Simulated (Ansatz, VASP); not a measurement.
# GaAs: VASP beside Ansatz

```xyz
2
Lattice="0.0000 2.8268 2.8268 2.8268 0.0000 2.8268 2.8268 2.8268 0.0000" Properties=species:S:1:pos:R:3 pbc="T T T"
As    4.2403    4.2403    4.2403
Ga    0.0000    0.0000    0.0000
```

Alike in both runs: task relaxation of cell and atoms; functional PBE; k mesh 8 × 8 × 8; occupations fermi-dirac, width 0.05 eV; no spin polarisation.

```csv
,VASP,Ansatz
version,VASP 6.6.1,Ansatz 0.2.0
potentials or method,"VASP PAW PBE potentials, release 64 (As_GW, Ga_d_GW)",Ansatz PAW
plane-wave cutoff (eV),630,420
valence electrons in the cell,18,28
```

|  | VASP | Ansatz | Ansatz less VASP |
| --- | --- | --- | --- |
| gap on the k mesh at the Fermi level, each at its own relaxed structure (eV) | 0.17 | 0.16 | -0.009 |
| relaxed volume (Å³/atom) | 23.65 | 23.71 | +0.053 |
| relaxed cell length with the largest relative difference (Å) | 4.060 | 4.063 | +0.0030 |
| energy change over the relaxation (meV/atom) | -10 | -11 | -0.6 |

The two sets of potentials don't hold the same shells in valence.

Caveats: the plane-wave basis is chosen anew once the cell has moved, so the energies of steps on either side of that aren't comparable (Ansatz). PBE gaps usually lie below the measured ones, often by a third to a half. Zero-point motion and thermal expansion aren't in these numbers. PBE usually gives volumes a little too large and moduli too small.
